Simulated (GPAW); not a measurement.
Runs of GPAW 26.7.0 on LiF (Griceite). The structure is cubic, space group Fm-3m (No. 225). The conventional cell has a = 4.028 Å, b = 4.028 Å, c = 4.028 Å, α = 90.00°, β = 90.00°, γ = 90.00°. Around F (site symmetry m-3m) lie 6 Li at 2.01 Å. Around Li (site symmetry m-3m) lie 6 F at 2.01 Å. 

```csv
task,level,potentials or basis,cell,k mesh,cutoff (eV),smearing,optimizer,fmax,max steps,convergence,eigensolver,grid spacing,mesh quality,gap on the mesh (eV),pressure (GPa)
relaxation of cell and atoms,PBEsol+D3,"PAW data sets generated in the run's folder for this functional, pw",relaxed,11 × 11 × 11,800,fermi-dirac 0.05 eV,BFGS,0.02 eV/Å,60,density=1e-05 forces=0.0001,-,-,not flagged,9.55,0.0
band structure,TPSS,"GPAW PAW data sets (gpaw-data 1.2.1), pw",as given,11 × 11 × 11,800,fermi-dirac 0.05 eV,-,-,-,-,davidson,-,not flagged,9.24,1.5
phonons,optB88-vdW,"GPAW PAW data sets (gpaw-data 1.2.1), pw",atoms relaxed,11 × 11 × 11,680,fermi-dirac 0.05 eV,-,-,-,density=1e-06 eigenstates=1e-09,-,-,not flagged,9.24,-
band structure,r2SCAN,"GPAW PAW data sets (gpaw-data 1.2.1), pw",as given,11 × 11 × 11,800,fermi-dirac 0.05 eV,-,-,-,-,-,-,not flagged,10.04,-1.9
band structure,PBE,"JTH PAW 2.0, PBE, pw",as given,11 × 11 × 11,800,fermi-dirac 0.05 eV,-,-,-,-,-,-,not flagged,9.06,1.4
band structure,LDA,"PAW data sets generated in the run's folder for this functional, pw",as given,11 × 11 × 11,800,fermi-dirac 0.05 eV,-,-,-,-,-,-,not flagged,8.82,-8.0
Born charges,BLYP+D3(op),"PAW data sets generated in the run's folder for this functional, pw",relaxed,6 × 6 × 6,680,fermi-dirac 0.01 eV,-,-,-,density=1e-06 eigenstates=1e-09,davidson,-,coarse,9.87,0.0
band structure,PBEsol,"PAW data sets generated in the run's folder for this functional, pw",as given,11 × 11 × 11,800,fermi-dirac 0.05 eV,-,-,-,-,-,-,not flagged,8.88,-2.5
band structure,PBE,"GPAW PAW data sets (gpaw-data 1.2.1), pw",as given,11 × 11 × 11,800,fermi-dirac 0.05 eV,-,-,-,-,-,-,not flagged,9.07,(a)
band structure,PBE,"GPAW PAW data sets (gpaw-data 1.2.1), lcao:dzp",as given,11 × 11 × 11,-,fermi-dirac 0.05 eV,-,-,-,-,-,0.2 Å,not flagged,8.96,-
band structure,WC,"PAW data sets generated in the run's folder for this functional, pw",as given,11 × 11 × 11,800,fermi-dirac 0.05 eV,-,-,-,-,-,-,not flagged,(c),(b)
```

Alike in all rows: no spin polarisation.

Estimate the missing entries.

(a) 2.0; (b) -2.1; (c) 8.91.

Caveats: some runs use coarse meshes; the PAW data sets were made with another functional, which shifts forces and pressure a little (some runs); an odd mesh through Γ misses points on the zone boundary, where band edges often lie (some runs); the cutoff is short for stress and forces, so pressures can be off by a GPa or more (some runs); the LO-TO splitting is left out (some runs); later steps reuse the first step's grids (some runs); phonon bands are interpolated from a small supercell (some runs).

Not every run made on this cell is shown here.
